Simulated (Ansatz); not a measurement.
**Hg (alpha)**

Computed with Ansatz (plane waves, PAW, 420 eV cutoff): PBE, scalar-relativistic, no spin polarisation, Γ-centred 14×14×14 mesh, 0.05 eV Gaussian smearing; PAW files: Ansatz's generated set soft_2.

```xyz
1
Lattice="2.0460 1.1813 2.0035 -2.0460 1.1813 2.0035 0.0000 -2.3625 2.0035" Properties=species:S:1:pos:R:3 pbc="T T T"
Hg    0.0000    0.0000    0.0000
```

Cell and atoms are those of this level's equilibrium.

Path: Γ–T–H2 | H0–L–Γ–S0 | S2–F–Γ, with Γ = (0.000, 0.000, 0.000), T = (0.500, 0.500, 0.500), H2 = (0.602, 0.398, 0.500), H0 = (0.500, -0.398, 0.398), L = (0.500, 0.000, 0.000), S0 = (0.449, -0.449, 0.000), S2 = (0.551, 0.000, 0.449), F = (0.500, 0.000, 0.500) in reciprocal vectors of the calculation's cell.

Question: Is it a metal or an insulator, and if it has a gap, where are the band edges on this path?

Answer: A metal: bands cross the Fermi level.

Bands as a text map, energy in eV from the Fermi level (dashes), each leg drawn with the same width:
```
  5.57 |      ********** *                                *    
  5.14 |             ****                  *                   
  4.71 |                                   *              *    
  4.29 |                                                 *     
  3.86 |                           *        *            *     
  3.43 |                                     *                 
  3.00 |       **********                     *         *      
  2.57 |       ******    *                   * **********      
  2.14 |             *            *                            
  1.71 |              **  *                                    
  1.29 |                *                     ***              
  0.86 |                                         *******       
  0.43 |      *            *     *                    **       
  0.00 |-----------------*-----------------------*****---------
 -0.43 |                    *                  **              
 -0.86 |                     *  *             *                
 -1.29 |                  *   **                        *      
 -1.71 |                   *                                   
 -2.14 |     *                                                 
 -2.57 |                    ****             *                 
 -3.00 |                        *                              
 -3.43 |                                                 *     
 -3.86 |    *                                                  
 -4.29 |                         *          *                  
 -4.71 |                                                  *    
 -5.14 |       *****              *        *        ****       
 -5.57 |   *  *   ********                    ******    *      
 -6.00 |***  *          ***************************************
        Γ      T      HH       L       Γ       SS      F      Γ
```

These numbers lack spin–orbit coupling.
